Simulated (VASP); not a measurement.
Ag: relaxation of cell and atoms with PBEsol

Ag:

```xyz
2
Lattice="2.9342 0.0000 0.0000 -1.4671 2.5411 0.0000 0.0000 0.0000 4.7991" Properties=species:S:1:pos:R:3 pbc="T T T"
Ag    0.0000    1.6940    1.1998
Ag    1.4671    0.8470    3.5993
```

This isn't the form of Ag at room conditions, which is fcc.

```json
{
  "Program": "VASP 6.6.1",
  "Task": "relaxation of cell and atoms",
  "Functional": "PBEsol",
  "Potentials or basis": "VASP PAW PBE potentials, release 64 (Ag)",
  "Cutoff": "600 eV",
  "k mesh": "18 × 18 × 10",
  "Occupations": "gaussian, width 0.1 eV",
  "Spin": "no spin polarisation",
  "Dipole correction": "no",
  "Further INCAR settings": "ALGO = Fast; EDIFF = 1e-06; IBRION = 2; EDIFFG = -0.005; NSW = 70; ISIF = 3"
}
```

| Item | Value |
| --- | --- |
| Relaxed volume | 16.67 Å³/atom |
| Relaxed cell | a = 2.865 Å, b = 2.865 Å, c = 4.689 Å, α = 90.00°, β = 90.00°, γ = 120.00° |
| Space group after relaxing (to 0.05 Å) | P6_3/mmc (No. 194) |
| Energy gained by relaxing | 28.1 meV/atom |
| Ionic steps | 15 |
| Pressure after relaxing | 0.0 GPa |
| Band gap on the k mesh | none (metal or under the smearing width) |

The path:
```tsv
step	energy change (eV)	largest force (eV/Å)	pressure (GPa)	volume (Å³)
1	0.0000	0.0000	-6.68	35.78
2	-0.0365	0.0000	4.97	32.06
3	-0.0562	0.0000	0.21	33.33
4	-0.0562	0.0000	-0.21	33.40
5	-0.0562	0.0000	-0.19	33.40
6	-0.0562	0.0000	-0.18	33.39
7	-0.0562	0.0000	-0.17	33.39
8	-0.0562	0.0000	-0.15	33.39
9	-0.0562	0.0000	-0.13	33.38
10	-0.0562	0.0000	-0.08	33.37
11	-0.0562	0.0000	-0.07	33.35
12	-0.0562	0.0000	0.05	33.30
13	-0.0562	0.0000	0.07	33.32
14	-0.0562	0.0000	0.05	33.33
15	-0.0562	0.0000	-0.01	33.34
```

Final structure:
```cif
data_structure
_symmetry_space_group_name_H-M 'P 1'
_symmetry_Int_Tables_number 1
_cell_length_a 2.8653
_cell_length_b 2.8653
_cell_length_c 4.6893
_cell_angle_alpha 90.000
_cell_angle_beta 90.000
_cell_angle_gamma 120.000
_cell_volume 33.34
loop_
_atom_site_label
_atom_site_type_symbol
_atom_site_fract_x
_atom_site_fract_y
_atom_site_fract_z
_atom_site_occupancy
Ag1 Ag 0.33333 0.66667 0.25000 1
Ag2 Ag 0.66667 0.33333 0.75000 1
```

Levels at points of the mesh, in eV from the Fermi level:
```csv
k point,band 8,band 9,band 10,band 11,band 12,band 13,band 14,band 15
"(0.00, 0.00, 0.00)",-4.09,-4.09,-3.03,-3.03,-0.49,3.72,15.74,17.64
"(0.50, 0.00, 0.00)",-2.89,-2.83,-2.74,0.12,1.64,6.98,7.24,9.60
"(0.00, 0.00, 0.50)",-4.60,-3.36,-3.36,-3.36,-3.36,11.29,11.29,16.11
"(0.50, 0.00, 0.50)",-3.09,-2.80,-2.80,0.73,0.73,4.75,4.75,13.81
```

It took 4 min on 1 thread of Intel(R) Xeon(R) 6975P-C (Granite Rapids), on a shared host, peak memory 0.27 GiB.

Caveat: the PAW data sets were made with another functional, which shifts forces and pressure a little.
